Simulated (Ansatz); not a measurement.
The system is MnO2.

```
Mn O
1.0
     2.85496    0.00000    0.00000
    -1.42748    2.47246    0.00000
     0.00000    0.00000   10.22174
Mn O
2 4
Cartesian
  0.0000 0.0000 5.1109
  0.0000 0.0000 0.0000
  1.4275 0.8242 4.1588
  1.4275 0.8242 0.9521
  0.0000 1.6483 6.0630
  0.0000 1.6483 9.2697
```

Measurements of this composition are mostly on another form, of space group No. 136.

* Program: Ansatz 0.2.0
* Task: relaxation of cell and atoms
* Functional: PBEsol
* Potentials or basis: Ansatz PAW
* Cutoff: 420 eV (not typed: the program's choice for these potentials)
* k mesh: 11 × 11 × 3
* Occupations: fermi-dirac, width 0.05 eV
* Spin: collinear spin, ferromagnetic start
* Starting moments: [4.0, 4.0, 0.0, 0.0, 0.0, 0.0] μB
* Hubbard terms: Mn d U = 8 eV

At the start: volume 12.03 Å³/atom.

Q: How do energy, volume and symmetry change on relaxing?

A: It ends after 24 steps and the volume is 14.09 Å³/atom (+17.2 %); space group P6_3/mmc (No. 194, to 0.05 Å); moment 6.00 μB per cell.

Step by step:
| step | energy change (eV) | largest force (eV/Å) | volume (Å³) |
| --- | --- | --- | --- |
| 1 | 0.0000 | 0.6748 | 72.15 |
| 2 | -0.1607 | 0.5452 | 76.06 |
| 3 | -0.2495 | 0.1171 | 77.85 |
| 4 | -0.2518 | 0.0181 | 78.15 |
| 5 | -0.2521 | 0.0014 | 78.08 |
| 6 | -0.2969 | 0.0017 | 78.08 |
| 7 | -0.2945 | 0.0092 | 79.58 |
| 8 | -0.2902 | 0.0058 | 80.57 |
| 9 | -0.2898 | 0.0001 | 80.64 |
| 10 | -0.3034 | 0.0003 | 80.64 |
| 11 | -0.3005 | 0.0021 | 81.48 |
| 12 | -0.2982 | 0.0016 | 82.01 |
| 13 | -0.3050 | 0.0013 | 82.01 |
| 14 | -0.3023 | 0.0013 | 82.72 |
| 15 | -0.3012 | 0.0006 | 82.96 |
| 16 | -0.3058 | 0.0003 | 82.96 |
| 17 | -0.3037 | 0.0004 | 83.49 |
| 18 | -0.3030 | 0.0002 | 83.67 |
| 19 | -0.3062 | 0.0000 | 83.67 |
| 20 | -0.3043 | 0.0007 | 84.16 |
| 21 | -0.3064 | 0.0007 | 84.16 |
| 22 | -0.3048 | 0.0009 | 84.56 |
| 23 | -0.3066 | 0.0008 | 84.56 |
| 24 | -0.3066 | 0.0008 | 84.56 |

Final structure:
```xyz
6
Lattice="2.9910 0.0000 0.0000 -1.4955 2.5903 0.0000 0.0000 0.0000 10.9140" Properties=species:S:1:pos:R:3 pbc="T T T"
Mn    0.0000    0.0000    5.4570
Mn    0.0000    0.0000    0.0000
O     1.4955    0.8634    4.5073
O     1.4955    0.8634    0.9497
O     0.0000    1.7269    6.4067
O     0.0000    1.7269    9.9643
```

Caveat: the magnetic or orbital state may not be the lowest; the volume moved by over 15 % at a fixed basis, so the end points are rough; the plane-wave basis is chosen anew once the cell has moved, so the energies of steps on either side of that aren't comparable; the pressure holds a Pulay correction of +0.6 GPa for the finite cutoff; only a ferromagnetic start was run, and an antiferromagnetic order may lie lower in energy; the PAW data sets come from PBE, with cores solved anew for the run's functional, which leaves a small shift of forces and pressure.
